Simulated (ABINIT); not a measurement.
Crystal: Al2Pt.

```xyz
3
Lattice="0.0000 2.9550 2.9550 2.9550 0.0000 2.9550 2.9550 2.9550 0.0000" Properties=species:S:1:pos:R:3 pbc="T T T"
Pt    0.0000    0.0000    0.0000
Al    4.4325    4.4325    4.4325
Al    1.4775    1.4775    1.4775
```

* Program: ABINIT 10.8.3 (patched build)
* Task: relaxation of cell and atoms
* Functional: PBE
* Potentials or basis: JTH PAW PBE v2.0
* Cutoff: 435 eV
* k mesh: 6 × 6 × 6
* Occupations: fermi-dirac, width 0.05 eV
* Spin: no spin polarisation

At the start: pressure 2.4 GPa; volume 17.20 Å³/atom.

Problem. Where does the relaxation end?

Solution. Over 4 steps the energy falls by 2.2 meV/atom and the volume is 17.51 Å³/atom (+1.8 %); space group Fm-3m (No. 225, to 0.05 Å).

Step by step:
| step | energy change (eV) | largest force (eV/Å) | pressure (GPa) | volume (Å³) |
| --- | --- | --- | --- | --- |
| 1 | 0.0000 | 0.0000 | 2.39 | 51.61 |
| 2 | -0.0044 | 0.0000 | 1.37 | 51.98 |
| 3 | -0.0067 | 0.0000 | 0.03 | 52.50 |
| 4 | -0.0067 | 0.0000 | 0.00 | 52.52 |

Final structure:
```
Pt Al
1.0
     0.00000    2.97227    2.97227
     2.97227    0.00000    2.97227
     2.97227    2.97227    0.00000
Pt Al
1 2
Direct
  0.00000 0.00000 0.00000
  0.75000 0.75000 0.75000
  0.25000 0.25000 0.25000
```
